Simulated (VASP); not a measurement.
# BiTe (I4mm) in VASP: further runs

The runs below take BiTe through single point, with LDA.

All numbers are computed with VASP 6.6.1; they aren't measurements. Logs are shortened: lines on timing, memory, paths and dates and some standing lists are left out, and cuts for length are marked.

**1. The cell of the first run**

The structure is tetragonal, space group I4mm (No. 107). Conventional cell: a = 4.575 Å, b = 4.575 Å, c = 6.470 Å, α = 90.00°, β = 90.00°, γ = 90.00°. Around Bi (site symmetry 4mm) lie 5 Te at 2.94 to 3.25 Å. Around Te (site symmetry 4mm) lie 5 Bi at 2.94 to 3.25 Å.

**2. Single point, LDA (all Te atoms moved -0.300 Å, as atom 2 along Cartesian [0 1 0])**

The input, INCAR:

```
SYSTEM = BiTe
PREC = Accurate
ENCUT = 520
EDIFF = 1E-6
ISMEAR = 0
SIGMA = 0.15
LREAL = .False.
LASPH = .True.
NELM = 100
ALGO = Fast
ISIF = 2
LWAVE = .False.
LCHARG = .True.
LELF = .True.
LVHAR = .True.
NBANDS = 18
```

The input, KPOINTS:

```
regular mesh
0
Gamma
  14 14 14
  0 0 0
```

The input, POSCAR:

```
BiTe
1.0
    0.0000000000      3.2350000000      3.2350000000
    3.2350000000      0.0000000000      3.2350000000
    3.2350000000      3.2350000000      0.0000000000
Bi Te
1 1
Direct
    0.0000000000      0.0000000000      0.0000000000
    0.4536321484      0.5463678516      0.4536321484
```

Potentials or basis: VASP PAW LDA potentials, release 64 (Bi_d, Te).

On the command line:

```bash
cat potpaw_LDA.64/Bi_d/POTCAR potpaw_LDA.64/Te/POTCAR > POTCAR
mpirun -np 1 vasp_std > vasp.out
```

OUTCAR:

```text
SYSTEM = BiTe
   PREC = Accurate
   ENCUT = 520
   EDIFF = 1E-6
   ISMEAR = 0
   LREAL = .False.
   LASPH = .True.
   NELM = 100
   ISIF = 2

 ion  position               nearest neighbor table
   1  0.000  0.000  0.000-   2 2.94   2 3.25   2 3.25   2 3.25   2 3.25   2 3.53
   2  0.454  0.546  0.454-   1 2.94   1 3.25   1 3.25   1 3.25   1 3.25   1 3.53

  LATTYP: Found a face centered cubic cell.
 ALAT       =     6.4700000000

  Lattice vectors:

 A1 = (   0.0000000000,   3.2350000000,   3.2350000000)
 A2 = (   3.2350000000,   0.0000000000,   3.2350000000)
 A3 = (   3.2350000000,   3.2350000000,   0.0000000000)

Analysis of symmetry for initial positions (statically):
=====================================================================
 Subroutine PRICEL returns:
 Original cell was already a primitive cell.

 Routine SETGRP: Setting up the symmetry group for a
 face centered cubic supercell.

 Subroutine GETGRP returns: Found  8 space group operations
 (whereof  8 operations were pure point group operations)
 out of a pool of 48 trial point group operations.

The static configuration has the point symmetry C_4v.

Analysis of symmetry for dynamics (positions and initial velocities):
=====================================================================
 Subroutine PRICEL returns:
 Original cell was already a primitive cell.

 Routine SETGRP: Setting up the symmetry group for a
 face centered cubic supercell.

 Subroutine GETGRP returns: Found  8 space group operations
 (whereof  8 operations were pure point group operations)
 out of a pool of 48 trial point group operations.

The dynamic configuration has the point symmetry C_4v.

 Subroutine INISYM returns: Found  8 space group operations
 (whereof  8 operations are pure point group operations),
 and found     1 'primitive' translations

----------------------------------------------------------------------------------------

                                     Primitive cell

  volume of cell :      67.7100

  direct lattice vectors                    reciprocal lattice vectors
     0.000000000  3.235000000  3.235000000    -0.154559505  0.154559505  0.154559505
     3.235000000  0.000000000  3.235000000     0.154559505 -0.154559505  0.154559505
     3.235000000  3.235000000  0.000000000     0.154559505  0.154559505 -0.154559505

  length of vectors
     4.574980874  4.574980874  4.574980874     0.267704916  0.267704916  0.267704916

  position of ions in fractional coordinates (direct lattice)
     0.000000000  0.000000000  0.000000000
     0.453632148  0.546367852  0.453632148

  ion indices of the primitive-cell ions
   primitive index   ion index
                 1           1
                 2           2

----------------------------------------------------------------------------------------

 KPOINTS: regular mesh

Automatic generation of k-mesh.
 Grid dimensions read from file:
 generate k-points for:   14   14   14

 Generating k-lattice:

  Cartesian coordinates                     Fractional coordinates (reciprocal lattice)
    -0.011039965  0.011039965  0.011039965     0.071428571  0.000000000  0.000000000
     0.011039965 -0.011039965  0.011039965     0.000000000  0.071428571  0.000000000
     0.011039965  0.011039965 -0.011039965     0.000000000  0.000000000  0.071428571

  Length of vectors
     0.019121780  0.019121780  0.019121780

  Shift w.r.t. Gamma in fractional coordinates (k-lattice)
     0.000000000  0.000000000  0.000000000

 Subroutine IBZKPT returns following result:
 ===========================================

 Found    244 irreducible k-points:

 Following reciprocal coordinates:
            Coordinates               Weight
  0.000000  0.000000  0.000000      1.000000
  0.071429  0.000000  0.000000      8.000000
  0.142857  0.000000  0.000000      8.000000
  0.214286  0.000000  0.000000      8.000000
  0.285714  0.000000  0.000000      8.000000
  0.357143  0.000000  0.000000      8.000000
[... 16 lines left out ...]
 -0.428571  0.071429  0.000000     16.000000
  0.071429  0.000000 -0.428571      8.000000
 [... further k-points ...]
   k-points           NKPTS =    244   k-points in BZ     NKDIM =    244   number of bands    NBANDS=     18
   number of dos      NEDOS =    301   number of ions     NIONS =      2
   total plane-waves  NPLWV =  46656
   dimension x,y,z NGX =    36 NGY =   36 NGZ =   36
   dimension x,y,z NGXF=    72 NGYF=   72 NGZF=   72
   ions per type =               1   1
   NGX,Y,Z   is equivalent  to a cutoff of  13.08, 13.08, 13.08 a.u.
   NGXF,Y,Z  is equivalent  to a cutoff of  26.16, 26.16, 26.16 a.u.
 SYSTEM =  BiTe
   PREC   = accura    normal or accurate (medium, high low for compatibility)
   ISTART =      0    job   : 0-new  1-cont  2-samecut
   ICHARG =      2    charge: 1-file 2-atom 10-const
   ISPIN  =      1    spin polarized calculation?
   LNONCOLLINEAR =      F non collinear calculations
   LSORBIT =      F    spin-orbit coupling
   LASPH  =      T    aspherical Exc in radial PAW
   ENCUT  =  520.0 eV  38.22 Ry    6.18 a.u.   8.51  8.51  8.51*2*pi/ulx,y,z
   NELM   =    100;   NELMIN=  2; NELMDL= -5     # of ELM steps
   EDIFF  = 0.1E-05   stopping-criterion for ELM
[... 8 lines left out ...]
   TEBEG  =    0.0;   TEEND  =   0.0 temperature during run
   PSTRESS=    0.0 pullay stress
   NELECT =      21.0000    total number of electrons
   NUPDOWN=      -1.0000    fix difference up-down
   EMIN   =  10.00;   EMAX   =-10.00  energy-range for DOS
   EFERMI =   0.00;   METHOD = LEGACY
   ISMEAR =     0;   SIGMA  =   0.15  broadening in eV -4-tet -1-fermi 0-gaus
   EFERMI_NEDOS =   21; number of points for ismear=-14 and -15
   IALGO  =     68    algorithm
   IMIX   =      4    mixing-type and parameters
     AMIX     =   0.40;   BMIX     =  1.00
     AMIX_MAG =   1.60;   BMIX_MAG =  1.00
  volume/ion in A,a.u.               =      33.86       228.46
  Fermi-wavevector in a.u.,A,eV,Ry     =   1.108146  2.094092 16.707785  1.227988
  Thomas-Fermi vector in A             =   2.244669
   LORBIT       =      0    0 simple, 1 ext, 2 COOP (PROOUT), +10 PAW based schemes
   GGA     = CA    functional components
   LHFCALC =     F    Hartree Fock is set to
   AEXX    =    0.0000 exact exchange contribution
   IVDW    =     0    specifies the selected vdW correction
   LEPSILON=     F    determine dielectric tensor
   LRPA    =     F    only Hartree local field effects (RPA)
 non-spin polarized calculation
 RMM-DIIS sequential band-by-band and
 Gauss-broadening in eV      SIGMA  =   0.15
  energy-cutoff  :      520.00
  volume of cell :       67.71
 maximum number of plane-waves:      1845
 NGX is ok and might be reduce to    36
   NGX = 17   NGY = 17   NGZ = 17

 number of electron      21.0000000 magnetization

 Free energy of the ion-electron system (eV)
  ---------------------------------------------------
  ext. energy  EPLUGINS =         0.00000000
  ---------------------------------------------------
  free energy    TOTEN  =        -8.38802993 eV

  energy without entropy =       -8.37038641  energy(sigma->0) =       -8.37920817

 E-fermi :   6.5654     XC(G=0):  -9.6624

 val. band max:        6.5641439835   @ k =  -0.2143   0.0714   0.0000
 cond. band min:       6.5817278112   @ k =   0.1429   0.0000   0.2857
 fundamental gap:      0.0175838278
 Fermi energy:         6.5654484191

 k-point     1 :       0.0000    0.0000    0.0000
  band No.  band energies     occupation
      1     -16.6496      2.00000
      2     -16.6193      2.00000
      3     -16.6193      2.00000
      4     -16.5910      2.00000
      5     -16.5846      2.00000
      6      -7.1917      2.00000
[... 10 lines left out ...]
     17      12.4079      0.00000
     18      12.8819      0.00000

 k-point     2 :       0.0714    0.0000    0.0000
  band No.  band energies     occupation
      1     -16.6498      2.00000
      2     -16.6191      2.00000
      3     -16.6190      2.00000
      4     -16.5911      2.00000
      5     -16.5844      2.00000
      6      -7.1468      2.00000
[... 10 lines left out ...]
     17      12.7590      0.00000
     18      13.2617      0.00000

 k-point     3 :       0.1429    0.0000    0.0000
  band No.  band energies     occupation
      1     -16.6504      2.00000
      2     -16.6186      2.00000
      3     -16.6183      2.00000
      4     -16.5915      2.00000
      5     -16.5838      2.00000
      6      -7.0130      2.00000
[... 10 lines left out ...]
     17      13.5813      0.00000
     18      14.0883      0.00000

 k-point     4 :       0.2143    0.0000    0.0000
  band No.  band energies     occupation
      1     -16.6512      2.00000
      2     -16.6180      2.00000
      3     -16.6173      2.00000
      4     -16.5919      2.00000
      5     -16.5829      2.00000
      6      -6.7934      2.00000
[... 10 lines left out ...]
     17      14.6124      0.00000
     18      15.1457      0.00000

 k-point     5 :       0.2857    0.0000    0.0000
  band No.  band energies     occupation
      1     -16.6522      2.00000
      2     -16.6172      2.00000
      3     -16.6163      2.00000
      4     -16.5922      2.00000
      5     -16.5819      2.00000
      6      -6.4944      2.00000
[... 10 lines left out ...]
     17      15.5907      0.00000
     18      16.2438      0.00000

 k-point     6 :       0.3571    0.0000    0.0000
  band No.  band energies     occupation
      1     -16.6531      2.00000
      2     -16.6165      2.00000
      3     -16.6155      2.00000
      4     -16.5924      2.00000
      5     -16.5810      2.00000
      6      -6.1302      2.00000
[... 10 lines left out ...]
     17      15.8144      0.00000
     18      17.1235      0.00000

 k-point     7 :       0.4286    0.0000    0.0000
  band No.  band energies     occupation
      1     -16.6538      2.00000
      2     -16.6161      2.00000
      3     -16.6150      2.00000
      4     -16.5924      2.00000
      5     -16.5804      2.00000
      6      -5.7427      2.00000
[... 10 lines left out ...]
     17      15.1051      0.00000
     18      16.2914      0.00000

 k-point     8 :       0.5000    0.0000    0.0000
  band No.  band energies     occupation
      1     -16.6540      2.00000
      2     -16.6159      2.00000
      3     -16.6149      2.00000
      4     -16.5924      2.00000
      5     -16.5801      2.00000
      6      -5.5182      2.00000
[... 10 lines left out ...]
     17      14.6063      0.00000
     18      15.5399      0.00000
[... 229 lines left out ...]
     17      15.1633      0.00000
     18      16.1646      0.00000

 k-point    20 :       0.0714    0.0000    0.4286
  band No.  band energies     occupation
      1     -16.6545      2.00000
      2     -16.6155      2.00000
      3     -16.6147      2.00000
      4     -16.5917      2.00000
      5     -16.5813      2.00000
      6      -5.8259      2.00000
[... 10 lines left out ...]
     17      15.1303      0.00000
     18      16.0888      0.00000

 k-point    21 :       0.5000    0.0714    0.0000
  band No.  band energies     occupation
      1     -16.6538      2.00000
      2     -16.6160      2.00000
      3     -16.6148      2.00000
      4     -16.5928      2.00000
      5     -16.5798      2.00000
      6      -5.5298      2.00000
[... 10 lines left out ...]
     17      14.8196      0.00000
     18      15.6841      0.00000

 k-point    22 :       0.0714    0.0000    0.5000
  band No.  band energies     occupation
      1     -16.6545      2.00000
      2     -16.6155      2.00000
      3     -16.6145      2.00000
      4     -16.5921      2.00000
      5     -16.5805      2.00000
      6      -5.5124      2.00000
[... 10 lines left out ...]
     17      14.7365      0.00000
     18      15.6067      0.00000

 k-point    23 :      -0.4286    0.0714    0.0000
  band No.  band energies     occupation
      1     -16.6540      2.00000
      2     -16.6158      2.00000
      3     -16.6149      2.00000
      4     -16.5926      2.00000
      5     -16.5801      2.00000
      6      -5.6024      2.00000
[... 10 lines left out ...]
     17      15.0734      0.00000
     18      16.0258      0.00000

 k-point    24 :       0.0714    0.0000   -0.4286
  band No.  band energies     occupation
      1     -16.6540      2.00000
      2     -16.6159      2.00000
      3     -16.6147      2.00000
      4     -16.5926      2.00000
      5     -16.5801      2.00000
      6      -5.6061      2.00000
[... 10 lines left out ...]
     17      15.0431      0.00000
     18      16.0855      0.00000

 [... further k-points ...]

------------------------ aborting loop because EDIFF is reached ----------------------------------------

  FORCE on cell =-STRESS in cart. coord.  units (eV):
  Direction    XX          YY          ZZ          XY          YZ          ZX
  --------------------------------------------------------------------------------------
  -------------------------------------------------------------------------------------
  Total       -0.7667075      0.0515540     -0.7667075     -0.0000000      0.0000000      0.0000000
  in kB      -18.1420953      1.2198891    -18.1420953     -0.0000000      0.0000000      0.0000000
  external PRESSURE =     -11.6881005 kB  Pullay stress =       0.0000000 kB

 VOLUME and BASIS-vectors are now :
 -----------------------------------------------------------------------------
  energy-cutoff  :      520.00
  volume of cell :       67.71
      direct lattice vectors                 reciprocal lattice vectors
     0.000000000  3.235000000  3.235000000    -0.154559505  0.154559505  0.154559505
     3.235000000  0.000000000  3.235000000     0.154559505 -0.154559505  0.154559505
     3.235000000  3.235000000  0.000000000     0.154559505  0.154559505 -0.154559505

 POSITION                                       TOTAL-FORCE (eV/Angst)
 -----------------------------------------------------------------------------------
      0.00000      0.00000      0.00000         0.000000     -0.778370      0.000000
      3.23500      2.93500      3.23500         0.000000      0.778370      0.000000
 -----------------------------------------------------------------------------------
    total drift:                               -0.000000      0.000410     -0.000000

  FREE ENERGIE OF THE ION-ELECTRON SYSTEM (eV)
  ---------------------------------------------------
  free  energy   TOTEN  =        -8.3880299334 eV

  energy  without entropy=       -8.3703864120  energy(sigma->0) =       -8.37920817
```

It took 3.5 min on 1 thread of AMD EPYC 9R45 (Zen 5), shared host; peak memory 0.37 GiB.

Results:

```yaml
Free_energy: -8.3880 eV
Pressure: -1.2 GPa
Largest_force: 0.778 eV/Å
Band_gap_on_the_k_mesh: none (metal or under the smearing width)
```

Forces in eV/Å, atoms in the order of the input:
```
Bi   0.000 -0.778  0.000
Te   0.000  0.778  0.000
```

Levels at points of the mesh, in eV from the Fermi level:
| k point | band 7 | band 8 | band 9 | band 10 | band 11 | band 12 | band 13 | band 14 |
| --- | --- | --- | --- | --- | --- | --- | --- | --- |
| (0.00, 0.00, 0.00) | -8.22 | -2.91 | -2.54 | -2.54 | 1.62 | 1.62 | 2.18 | 4.61 |
| (0.50, 0.00, 0.00) | -11.08 | -2.54 | -2.08 | -1.93 | -0.75 | -0.66 | -0.15 | 6.78 |
| (0.50, 0.50, 0.00) | -10.00 | -5.76 | -4.19 | -4.01 | 1.40 | 3.64 | 4.06 | 4.76 |
| (0.50, 0.00, 0.50) | -10.49 | -5.56 | -4.12 | -4.12 | 2.13 | 3.47 | 3.47 | 4.99 |

Caveat: spin-orbit coupling is left out, which moves the levels of the heavy elements.

**3. Single point, LDA (all Te atoms moved +0.225 Å, as atom 2 along Cartesian [0 1 0])**

The input, INCAR:

```
SYSTEM = BiTe
  PREC = Accurate
  ENCUT = 520
  EDIFF = 1E-6
  ISMEAR = 0
  SIGMA = 0.15
  LREAL = .FALSE.
  LASPH = .TRUE.
  NELM = 100
  ALGO = Fast
  ISIF = 2
  LWAVE = .FALSE.
  LCHARG = .FALSE.
  NBANDS = 18
```

The input, KPOINTS:

```
Automatic mesh
0
G
  14 14 14
  0 0 0
```

POSCAR, as its differences from that of step 2:

```diff
@@ -9,2 +9,2 @@
     0.0000000000      0.0000000000      0.0000000000
-    0.4536321484      0.5463678516      0.4536321484
+    0.5347758887      0.4652241113      0.5347758887
```

Potentials or basis: VASP PAW LDA potentials, release 64 (Bi_d, Te).

On the command line:

```bash
cat potpaw_LDA.64/Bi_d/POTCAR potpaw_LDA.64/Te/POTCAR > POTCAR
mpirun -np 1 vasp_std > vasp.out
```

Wall time 3.4 min (1 thread of AMD EPYC 9R45 (Zen 5), shared host); peak memory 0.37 GiB.

The run converged. Its results:

```
Free energy            : -8.4375 eV
Pressure               : -1.9 GPa
Largest force          : 0.547 eV/Å
Band gap on the k mesh : none (metal or under the smearing width)
```

Forces in eV/Å, atoms in the order of the input:
```
Bi   0.000  0.547  0.000
Te   0.000 -0.547  0.000
```

Stress tensor (GPa, compression positive):
```
-2.26  0.00  0.00
 0.00 -1.13  0.00
 0.00  0.00 -2.26
```

Levels at points of the mesh, in eV from the Fermi level:
```
           k point  band 7  band 8  band 9  band 10  band 11  band 12  band 13  band 14
(0.00, 0.00, 0.00)   -8.20   -2.74   -2.54    -2.54     1.83     1.83     2.15     4.64
(0.50, 0.00, 0.00)  -11.13   -2.30   -2.00    -1.79    -0.79    -0.65    -0.33     6.96
(0.50, 0.50, 0.00)   -9.99   -5.71   -4.11    -4.00     1.71     3.60     3.89     4.82
(0.50, 0.00, 0.50)  -10.27   -5.60   -4.07    -4.07     2.17     3.51     3.51     4.95
```

Caveat: spin-orbit coupling is left out, which moves the levels of the heavy elements.
